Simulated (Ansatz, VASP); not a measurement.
# Ir: VASP beside Ansatz

```
Ir
1.0
     0.00000    1.91771    1.91771
     1.91771    0.00000    1.91771
     1.91771    1.91771    0.00000
Ir
1
Direct
  0.00000 0.00000 0.00000
```

Alike in both runs: task single point; functional RPBE; k mesh 23 × 23 × 23; occupations fermi-dirac, width 0.1 eV; no spin polarisation.

```csv
,VASP,Ansatz
version,VASP 6.6.1,Ansatz 0.2.0
potentials or method,"VASP PAW PBE potentials, release 64 (Ir)","plane waves (420 eV) with PAW, scalar-relativistic"
plane-wave cutoff (eV),520,420
valence electrons in the cell,9,17
```

|  | VASP | Ansatz | Ansatz less VASP |
| --- | --- | --- | --- |
| pressure (GPa) | 15.2 | 14.7 | -0.48 |

The two sets of potentials don't hold the same shells in valence.

Caveats: so large a pressure means that the cell lies far from this level's equilibrium, or that cutoff or potentials fall short (VASP); the potentials were made for another functional, which shifts forces and pressure (VASP). The runs have no spin-orbit coupling, so splittings on Ir are missing.
